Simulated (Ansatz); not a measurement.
# CoO (I4/mmm) in Ansatz: a series of runs

One crystal, CoO, is run at these levels: LDA; tasks: single point, equation of state.

All numbers are computed with Ansatz 0.2.0; they aren't measurements. Logs are shortened: lines on timing, memory, paths and dates and some standing lists are left out, and cuts for length are marked.

**1. The structure**

The structure is tetragonal, space group I4/mmm (No. 139). The conventional cell has a = 3.016 Å, b = 3.016 Å, c = 4.214 Å, α = 90.00°, β = 90.00°, γ = 90.00°. Around Co (site symmetry 4/mmm) lie 6 O at 2.11 to 2.13 Å. O (site symmetry 4/mmm) has 6 Co at 2.11 to 2.13 Å as nearest neighbours.

**2. Single point, LDA, collinear spin, ferromagnetic start, 9.01 Å³/atom (volume scaled by 0.94)**

The input, input.yaml:

```yaml
crystal:
  lattice:
    - [-1.4772158519, 1.4772158519, 2.0642304156]
    - [1.4772158519, -1.4772158519, 2.0642304156]
    - [1.4772158519, 1.4772158519, -2.0642304156]
  atoms:
    - { symbol: Co, position: [0.0, 0.0, 0.0], spin: 2.0 }
    - { symbol: O, position: [0.5, 0.5, 0.0] }
hamiltonian:
  xc: lda
  pseudopotentials: { kind: paw }
magnetization:
  spin_polarized: true
kpoints:
  mp_grid: { grid: [12, 12, 12] }
scf:
  occupations: { method: fermi_dirac, width: 0.05 }
output:
  forces: true
  stress: true
  eigenvalues: true
```

Potentials or basis: Ansatz PAW.

Launch:

```sh
> ansatz run input.yaml --threads 2 --pin off --max-ram 5632MiB --backend cpu --events-out ev --progress --plain --runs-dir out
```

The program printed:

```text
Warning: RAYON_NUM_THREADS=2 ignored (pool sized by the plan → 2); use --threads N
Engine: ansatz 0.2.0, x86_64-unknown-linux-gnu
Pseudopotentials: kind: paw
Pseudopotential: Co, paw, valence charge 17, recommended cutoff 420 eV (normal), Co.paw.azcp
Pseudopotential: O, paw, valence charge 6, recommended cutoff 420 eV (normal), O.paw.azcp
Functional definition: SPW92
  exchange = slater_x
  correlation = pw_c
Crystal: 2 atoms, lattice volume = 18.018 Å³
Basis set: ecut = 420 eV, 339 PW (Γ)
Bands: 17, of which v1, the nominal top of the filled ones, is band 12 counted from 1 (11 counted from 0)
Symmetry: 16 space group operations
Space group: I4/mmm (ITA 139), of the structure as read, at distance tolerance 2.6e-5 Å
Magnetic group: BNS 139.531 (UNI 1191), of the structure as read, at distance tolerance 2.6e-5 Å
k-points: 163 of 1728
Non-local potential: Co, projectors of the file, l = 0: 3, l = 1: 2, l = 2: 3, l = 3: 1
Non-local potential: O, projectors of the file, l = 0: 2, l = 1: 2, l = 2: 1
PAW form: soft (Blöchl's): semilocal exchange-correlation on the pseudo side does not see the compensation charge
PAW frozen core: Co, regenerated for the run's functional, and the local potential with it (the file was generated under x = pbe(κ = 0.804, μ = 0.2195149727645171), c = pbe(β = 0.06672455060314922))
PAW frozen core: O, regenerated for the run's functional, and the local potential with it (the file was generated under x = pbe(κ = 0.804, μ = 0.2195149727645171), c = pbe(β = 0.06672455060314922))
PAW one-centre angular grid: Co, 590 points (default); XC on 64 Gauss nodes
PAW one-centre angular grid: O, 110 points (default); XC on 64 Gauss nodes
Initial density: superposition of atomic densities (chi_scale 0.1, normalization cell, long waves kept (reshape's long-wave potential 0.00 eV rms))
Starting moments: Σ|m| = 2 μB on 1 of 2 sites
Initial wavefunctions: pseudopotential atomic-orbital guess
Functional: x = slater, c = lda
SCF iter   1: F=—  HF=-5615.136639 eV  |F-HF|=—  |Δ(HF+E_count)|=         —  Δρ=1.24e-1 (↑8.35e-2 ↓1.24e-1)  dr2=5.73e0  dr2_m=9.70e-2  M=1.744 μB ∫|m|=1.744 μB  β_m=0.30  ethr=3.10e-3  ⟨swp⟩=5.8  Hψ=24388  notcnv=0
Mixer restart at iter 1: flushing history
preconditioner: auto → none  [metal: Δε(μ)=0.001 eV  Ē_g=13.483 eV  σ=0.050 eV  W_gap=0.00  n_scr=8 (ndim 8)  ℏωp=33.9 eV  f_vac=0.000  D(μ)=5.27/eV (n_scr^D=112)  sad-step TF]
SCF iter   2: F=—  HF=-5616.003396 eV  |F-HF|=—  |Δ(HF+E_count)|=   8.67e-1  Δρ=6.38e-2 (↑6.38e-2 ↓4.95e-2)  dr2=6.68e-1  dr2_m=3.41e-1  M=2.269 μB ∫|m|=2.270 μB  β_m=0.35  ethr=3.10e-3  ⟨swp⟩=3.4  Hψ=13060  notcnv=0  defer=87
SCF iter   3: F=—  HF=-5616.349790 eV  |F-HF|=—  |Δ(HF+E_count)|=   3.46e-1  Δρ=5.82e-2 (↑4.44e-2 ↓5.82e-2)  dr2=6.65e-2  dr2_m=3.84e-1  M=2.493 μB ∫|m|=2.495 μB  β_m=0.67  ethr=2.90e-3  ⟨swp⟩=2.0  Hψ=9600  notcnv=0  defer=88
SCF iter   4: F=—  HF=-5616.367161 eV  |F-HF|=—  |Δ(HF+E_count)|=         —  Δρ=1.73e-2 (↑8.20e-3 ↓1.73e-2)  dr2=6.99e-2  dr2_m=7.74e-3  M=2.347 μB ∫|m|=2.351 μB  β_m=0.67  ethr=2.89e-4  ⟨swp⟩=2.4  Hψ=11045  notcnv=0  defer=92
Mixer restart at iter 4: flushing history
SCF iter   5: F=—  HF=-5616.385008 eV  |F-HF|=—  |Δ(HF+E_count)|=   1.78e-2  Δρ=2.29e-2 (↑2.03e-2 ↓2.29e-2)  dr2=6.42e-2  dr2_m=5.62e-2  M=2.510 μB ∫|m|=2.516 μB  β_m=0.60  ethr=2.89e-4  ⟨swp⟩=2.9  Hψ=11060  notcnv=0  defer=93
SCF iter   6: F=—  HF=-5616.405032 eV  |F-HF|=—  |Δ(HF+E_count)|=   2.00e-2  Δρ=1.27e-2 (↑1.27e-2 ↓8.74e-3)  dr2=8.46e-3  dr2_m=1.71e-2  M=2.491 μB ∫|m|=2.497 μB  β_m=0.80  ethr=2.79e-4  ⟨swp⟩=2.2  Hψ=9889  notcnv=0  defer=99
SCF iter   7: F=—  HF=-5616.427343 eV  |F-HF|=—  |Δ(HF+E_count)|=   2.23e-2  Δρ=2.14e-2 (↑7.14e-3 ↓2.14e-2)  dr2=7.52e-2  dr2_m=1.33e-2  M=2.548 μB ∫|m|=2.556 μB  β_m=0.41  ethr=3.68e-5  ⟨swp⟩=2.2  Hψ=11864  notcnv=0  defer=99  recentre
SCF iter   8: F=—  HF=-5616.410905 eV  |F-HF|=—  |Δ(HF+E_count)|=   1.64e-2  Δρ=4.45e-3 (↑4.45e-3 ↓3.31e-3)  dr2=4.07e-4  dr2_m=2.43e-3  M=2.494 μB ∫|m|=2.501 μB  β_m=0.55  ethr=3.68e-5  ⟨swp⟩=2.1  Hψ=12754  notcnv=0  defer=99
SCF iter   9: F=—  HF=-5616.412531 eV  |F-HF|=—  |Δ(HF+E_count)|=   1.63e-3  Δρ=5.54e-4 (↑5.54e-4 ↓2.61e-4)  dr2=1.38e-5  dr2_m=2.38e-5  M=2.513 μB ∫|m|=2.521 μB  β_m=0.78  ethr=1.77e-6  ⟨swp⟩=2.0  Hψ=10303  notcnv=0  defer=99
SCF iter  10: F=—  HF=-5616.412539 eV  |F-HF|=—  |Δ(HF+E_count)|=   7.87e-6  Δρ=3.91e-4 (↑2.28e-4 ↓3.91e-4)  dr2=1.67e-5  dr2_m=1.18e-5  M=2.514 μB ∫|m|=2.522 μB  β_m=0.85  ethr=6.02e-8  ⟨swp⟩=2.3  Hψ=7386  notcnv=0  defer=99
SCF iter  11: F=—  HF=-5616.412550 eV  |F-HF|=—  |Δ(HF+E_count)|=   1.09e-5  Δρ=2.11e-5 (↑2.11e-5 ↓1.96e-5)  dr2=1.37e-7  dr2_m=1.37e-8  M=2.514 μB ∫|m|=2.522 μB  β_m=0.93  ethr=6.02e-8  ⟨swp⟩=2.0  Hψ=7606  notcnv=0  defer=99
SCF iter  12: F=—  HF=-5616.412550 eV  |F-HF|=—  |Δ(HF+E_count)|=   2.61e-7  Δρ=6.51e-6 (↑6.51e-6 ↓5.09e-6)  dr2=1.10e-9  dr2_m=5.25e-9  M=2.514 μB ∫|m|=2.522 μB  β_m=0.89  ethr=5.94e-10  ⟨swp⟩=2.0  Hψ=9314  notcnv=0  defer=99
SCF iter  13: F=-5616.412550 eV  HF=-5616.412550 eV  |F-HF|=3.12e-9  |Δ(HF+E_count)|=   5.06e-9  Δρ=5.83e-6 (↑3.75e-6 ↓5.83e-6)  dr2=3.85e-9  dr2_m=3.02e-9  M=2.514 μB ∫|m|=2.522 μB  ethr=4.79e-12  ⟨swp⟩=2.2  Hψ=17009  notcnv=0
SCF 1 converged in 13 iterations: F = -5616.412550 eV  dr2 = 3.85e-9
SCF converged after 13 iterations
Magnetization: 2.5139 μB (12.7569 up, 10.2431 down)
Absolute magnetization: 2.5219 μB (∫|ρ↑−ρ↓|, with the PAW one-centre terms)
Spin contamination: 0.0097 ħ² per cell (⟨S²⟩ above its minimum at these occupations)
Per-site moments (μB) at R_I (Å): [(2.133676148906888, 0.8514950464350001), (0.2564505040357188, 0.8514950464350001)]
Free energy (F): -5616.412550 eV
Harris-Foulkes:  -5616.412550 eV  (|F-HF|=3.12e-9)
Internal energy: -5616.379747 eV  (E = F + TS)
E sigma→0 (E₀):  -5616.396148 eV
Entropy (-TS):   -0.032804 eV (-16.402 meV/atom)
Fermi energy:    14.986584 eV
--- Per-component energies (eV) ---
  E_band       = -280.229848
  E_kinetic    = 619.397164
  E_local      = -3333.066415  (includes V_loc(G=0)·N_el)
  E_nonlocal   = 520.498843
  E_hartree    = 1368.007322
  E_xc         = -226.600197
  E_vxc        = -293.252045  (∫ρ·V_xc dr)
  E_paw        = -1602.667269  (= ΣΔE_a)
  E_vpaw       = -529.822704  (= ΣTr[D̂ρ^β])
  E_aug_tail   = 0.002539  (compensation charges beyond the density's cutoff)
  E_ewald      = -2962.466906
  E_core_change = 0.515172  (= ΣΔE_core)
  E_smearing   = -0.032804  (= −TS)
  E_closure    = 0.000000  (closes the sum)
  Σ components = -5616.412550   (vs F -5616.412550, Δ=0.00e0)
--- Forces (eV/Å), atoms counted from 1 ---
  atom   1  Co    -0.00000000    -0.00000000     0.00000000
  atom   2  O      0.00000000    -0.00000000     0.00000000
  max |Σ_I F_I| component: 2.28e-29 eV/Å
--- Stress (GPa, compression-positive) ---
      -10.561723       0.000000       0.000000
        0.000000     -10.561723       0.000000
        0.000000      -0.000000     -10.285687
  P = ⅓ Tr σ = -10.4697 GPa (-104.697 kbar)
--- Band table (eV; the first three rows and the last of 326) ---
  k-point 0 ↑: bands = ["-80.8125", "-44.5022", "-44.4647", "-44.4647", "-5.8723", "11.2539", "11.2908", "11.2908", "11.9045", "11.9045", "11.9832", "11.9899", "11.9949", "16.2048", "31.6834", "33.3576", "33.3576"]
  k-point 1 ↑: bands = ["-80.8120", "-44.5036", "-44.4682", "-44.4660", "-5.7625", "10.0689", "10.8960", "10.9459", "11.8314", "12.0211", "12.2926", "12.3577", "12.8230", "16.8500", "30.4084", "32.6242", "32.6975"]
  k-point 2 ↑: bands = ["-80.8107", "-44.5074", "-44.4775", "-44.4695", "-5.4666", "8.6760", "10.4487", "10.5062", "11.6343", "12.0965", "12.7973", "12.8520", "13.3664", "18.3826", "29.0182", "30.8658", "31.5783"]
  k-point 162 ↓: bands = ["-78.2647", "-42.0900", "-42.0240", "-42.0240", "-3.8936", "7.7481", "10.4102", "10.4102", "12.3909", "14.9723", "15.1554", "15.1554", "15.5873", "21.7560", "25.4160", "27.5177", "31.5944"]
```

It took 27 s on 2 threads of Intel Xeon at 2.50GHz (Skylake/Cascade Lake), shared host; peak memory 0.39 GiB.

What came out:

| Property | Result |
| --- | --- |
| Free energy | -5616.4126 eV |
| Pressure | -10.5 GPa |
| Band gap on the k mesh | none (metal or under the smearing width) |
| Net moment | 2.51 μB per cell |
| Absolute moment | 2.52 μB per cell |
| Site moments | Co +2.13; O +0.26 μB |

Caveat: the pressure holds a Pulay correction of +1.0 GPa for the finite cutoff; a cell with one magnetic atom can't hold antiferromagnetic order, which such compounds often take; semilocal functionals often make such compounds metallic where correlation or magnetic order opens a gap, which also shifts bond lengths; the PAW data sets come from PBE, with cores solved anew for the run's functional, which leaves a small shift of forces and pressure.

**3. Single point, LDA, collinear spin, ferromagnetic start, 9.20 Å³/atom (volume scaled by 0.96)**

input.yaml, as its differences from that of step 2:

```diff
@@ -2,5 +2,5 @@
   lattice:
-    - [-1.4772158519, 1.4772158519, 2.0642304156]
-    - [1.4772158519, -1.4772158519, 2.0642304156]
-    - [1.4772158519, 1.4772158519, -2.0642304156]
+    - [-1.4876191232, 1.4876191232, 2.0787677284]
+    - [1.4876191232, -1.4876191232, 2.0787677284]
+    - [1.4876191232, 1.4876191232, -2.0787677284]
   atoms:
@@ -21 +21,5 @@
   eigenvalues: true
+  write_density: true
+  write_potential: true
+  elf: true
+  volumetric_format: npy
```

Potentials or basis: Ansatz PAW.

Launch:

```sh
> ansatz run input.yaml --threads 2 --pin off --max-ram 5632MiB --backend cpu --events-out ev --progress --plain --runs-dir out
```

It took 34 s on 2 threads of Intel Xeon at 2.50GHz (Skylake/Cascade Lake), shared host; peak memory 0.39 GiB.

Results (log left out):

```yaml
Free_energy: -5616.3841 eV
Pressure: -13.2 GPa
Band_gap_on_the_k_mesh: none (metal or under the smearing width)
Net_moment: 2.64 μB per cell
Absolute_moment: 2.64 μB per cell
Site_moments: Co +2.23; O +0.28 μB
```

Caveat: the pressure holds a Pulay correction of +1.0 GPa for the finite cutoff; a cell with one magnetic atom can't hold antiferromagnetic order, which such compounds often take; semilocal functionals often make such compounds metallic where correlation or magnetic order opens a gap, which also shifts bond lengths; the PAW data sets come from PBE, with cores solved anew for the run's functional, which leaves a small shift of forces and pressure.

**4. Single point, LDA, collinear spin, ferromagnetic start, 9.39 Å³/atom (volume scaled by 0.98)**

The input, input.yaml:

```yaml
crystal:
  lattice:
    - [-1.4978788897, 1.4978788897, 2.0931045106]
    - [1.4978788897, -1.4978788897, 2.0931045106]
    - [1.4978788897, 1.4978788897, -2.0931045106]
  atoms:
    - { symbol: Co, position: [0.0, 0.0, 0.0], spin: 2.0 }
    - { symbol: O, position: [0.5, 0.5, 0.0] }
hamiltonian:
  xc: lda
  pseudopotentials: { kind: paw }
magnetization:
  spin_polarized: true
kpoints:
  mp_grid: { grid: [12, 12, 12] }
scf:
  occupations: { method: fermi_dirac, width: 0.05 }
output:
  forces: true
  stress: true
  eigenvalues: true
```

Launch:

```sh
> ansatz run input.yaml --threads 2 --pin off --max-ram 5632MiB --backend cpu --events-out ev --progress --plain --runs-dir out
```

It took 37 s on 2 threads of Intel Xeon at 2.50GHz (Skylake/Cascade Lake), shared host; peak memory 0.4 GiB.

It converged, with:

```
Free energy            : -5616.3498 eV
Pressure               : -15.4 GPa
Band gap on the k mesh : none (metal or under the smearing width)
Net moment             : 2.77 μB per cell
Absolute moment        : 2.78 μB per cell
Site moments           : Co +2.33; O +0.31 μB
```

Caveat: the pressure holds a Pulay correction of +1.0 GPa for the finite cutoff; a cell with one magnetic atom can't hold antiferromagnetic order, which such compounds often take; semilocal functionals often make such compounds metallic where correlation or magnetic order opens a gap, which also shifts bond lengths; the PAW data sets come from PBE, with cores solved anew for the run's functional, which leaves a small shift of forces and pressure.

**5. Single point, LDA, collinear spin, ferromagnetic start, 9.58 Å³/atom**

input.yaml, as its differences from that of step 4:

```diff
@@ -2,5 +2,5 @@
   lattice:
-    - [-1.4978788897, 1.4978788897, 2.0931045106]
-    - [1.4978788897, -1.4978788897, 2.0931045106]
-    - [1.4978788897, 1.4978788897, -2.0931045106]
+    - [-1.508, 1.508, 2.1072475377]
+    - [1.508, -1.508, 2.1072475377]
+    - [1.508, 1.508, -2.1072475377]
   atoms:
@@ -21 +21,5 @@
   eigenvalues: true
+  write_density: true
+  write_potential: true
+  elf: true
+  volumetric_format: npy
```

Launch:

```sh
> ansatz run input.yaml --threads 2 --pin off --max-ram 5632MiB --backend cpu --events-out ev --progress --plain --runs-dir out
```

It used 25 s of CPU time on 2 threads of Intel(R) Xeon(R) Processor @ 2.50GHz (Skylake/Cascade Lake), with other jobs on the host, which was overloaded at the time.

It converged, with:

```yaml
Free_energy: -5616.3101 eV
Pressure: -17.8 GPa
Band_gap_on_the_k_mesh: none (metal or under the smearing width)
Net_moment: 2.86 μB per cell
Absolute_moment: 2.87 μB per cell
Site_moments: Co +2.40; O +0.33 μB
```

Caveat: the pressure holds a Pulay correction of +1.0 GPa for the finite cutoff; a cell with one magnetic atom can't hold antiferromagnetic order, which such compounds often take; semilocal functionals often make such compounds metallic where correlation or magnetic order opens a gap, which also shifts bond lengths; the PAW data sets come from PBE, with cores solved anew for the run's functional, which leaves a small shift of forces and pressure.

**6. Single point, LDA, collinear spin, ferromagnetic start, 9.78 Å³/atom (volume scaled by 1.02)**

input.yaml, as its differences from that of step 5:

```diff
@@ -2,5 +2,5 @@
   lattice:
-    - [-1.508, 1.508, 2.1072475377]
-    - [1.508, -1.508, 2.1072475377]
-    - [1.508, 1.508, -2.1072475377]
+    - [-1.517987046, 1.517987046, 2.1212032261]
+    - [1.517987046, -1.517987046, 2.1212032261]
+    - [1.517987046, 1.517987046, -2.1212032261]
   atoms:
@@ -21,5 +21 @@
   eigenvalues: true
-  write_density: true
-  write_potential: true
-  elf: true
-  volumetric_format: npy
```

Potentials or basis: Ansatz PAW.

Launch:

```sh
> ansatz run input.yaml --threads 2 --pin off --max-ram 5632MiB --backend cpu --events-out ev --progress --plain --runs-dir out
```

It used 24 s of CPU time on 2 threads of Intel(R) Xeon(R) Processor @ 2.50GHz (Skylake/Cascade Lake), on a shared host, which was overloaded at the time.

Results (log left out):

```
Free energy            : -5616.2646 eV
Pressure               : -20.2 GPa
Band gap on the k mesh : none (metal or under the smearing width)
Net moment             : 2.92 μB per cell
Absolute moment        : 2.93 μB per cell
Site moments           : Co +2.44; O +0.35 μB
```

Caveat: the pressure holds a Pulay correction of +1.0 GPa for the finite cutoff; a cell with one magnetic atom can't hold antiferromagnetic order, which such compounds often take; semilocal functionals often make such compounds metallic where correlation or magnetic order opens a gap, which also shifts bond lengths; the PAW data sets come from PBE, with cores solved anew for the run's functional, which leaves a small shift of forces and pressure.

**7. Single point, LDA, collinear spin, ferromagnetic start, 9.97 Å³/atom (volume scaled by 1.04)**

input.yaml, as its differences from that of step 6:

```diff
@@ -2,5 +2,5 @@
   lattice:
-    - [-1.517987046, 1.517987046, 2.1212032261]
-    - [1.517987046, -1.517987046, 2.1212032261]
-    - [1.517987046, 1.517987046, -2.1212032261]
+    - [-1.527844381, 1.527844381, 2.134977659]
+    - [1.527844381, -1.527844381, 2.134977659]
+    - [1.527844381, 1.527844381, -2.134977659]
   atoms:
@@ -21 +21,5 @@
   eigenvalues: true
+  write_density: true
+  write_potential: true
+  elf: true
+  volumetric_format: npy
```

Launch:

```sh
> ansatz run input.yaml --threads 2 --pin off --max-ram 5632MiB --backend cpu --events-out ev --progress --plain --runs-dir out
```

It used 25 s of CPU time on 2 threads of Intel(R) Xeon(R) Processor @ 2.50GHz (Skylake/Cascade Lake) (shared host), which was overloaded at the time.

The run converged. Its results:

```
Free energy            : -5616.2134 eV
Pressure               : -22.5 GPa
Band gap on the k mesh : none (metal or under the smearing width)
Net moment             : 2.95 μB per cell
Absolute moment        : 2.97 μB per cell
Site moments           : Co +2.47; O +0.36 μB
```

Caveat: the pressure holds a Pulay correction of +1.0 GPa for the finite cutoff; a cell with one magnetic atom can't hold antiferromagnetic order, which such compounds often take; semilocal functionals often make such compounds metallic where correlation or magnetic order opens a gap, which also shifts bond lengths; the PAW data sets come from PBE, with cores solved anew for the run's functional, which leaves a small shift of forces and pressure.

**8. Single point, LDA, collinear spin, ferromagnetic start, 10.16 Å³/atom (volume scaled by 1.06)**

The input, input.yaml:

```yaml
crystal:
  lattice:
    - [-1.5375761362, 1.5375761362, 2.1485766095]
    - [1.5375761362, -1.5375761362, 2.1485766095]
    - [1.5375761362, 1.5375761362, -2.1485766095]
  atoms:
    - { symbol: Co, position: [0.0, 0.0, 0.0], spin: 2.0 }
    - { symbol: O, position: [0.5, 0.5, 0.0] }
hamiltonian:
  xc: lda
  pseudopotentials: { kind: paw }
magnetization:
  spin_polarized: true
kpoints:
  mp_grid: { grid: [12, 12, 12] }
scf:
  occupations: { method: fermi_dirac, width: 0.05 }
output:
  forces: true
  stress: true
  eigenvalues: true
```

Launch:

```sh
> ansatz run input.yaml --threads 2 --pin off --max-ram 5632MiB --backend cpu --events-out ev --progress --plain --runs-dir out
```

It used 23 s of CPU time on 2 threads of Intel(R) Xeon(R) Processor @ 2.50GHz (Skylake/Cascade Lake), with other jobs on the host, which was overloaded at the time.

Results (log left out):

```
Free energy            : -5616.1569 eV
Pressure               : -24.7 GPa
Band gap on the k mesh : none (metal or under the smearing width)
Net moment             : 2.98 μB per cell
Absolute moment        : 2.99 μB per cell
Site moments           : Co +2.49; O +0.36 μB
```

Caveat: the pressure holds a Pulay correction of +0.9 GPa for the finite cutoff; a cell with one magnetic atom can't hold antiferromagnetic order, which such compounds often take; semilocal functionals often make such compounds metallic where correlation or magnetic order opens a gap, which also shifts bond lengths; the PAW data sets come from PBE, with cores solved anew for the run's functional, which leaves a small shift of forces and pressure.

**9. Equation of state, LDA, collinear spin, ferromagnetic start**

Potentials or basis: Ansatz PAW.

This step only gathers the single runs of the series.

What came out:

```
Equilibrium volume : outside the volumes run
```

Energy against volume, from the lowest point:
```csv
volume (Å³/atom),energy (meV/atom)
9.009,0.00
9.201,14.21
9.392,31.36
9.584,51.21
9.776,73.96
9.967,99.58
10.159,127.85
```
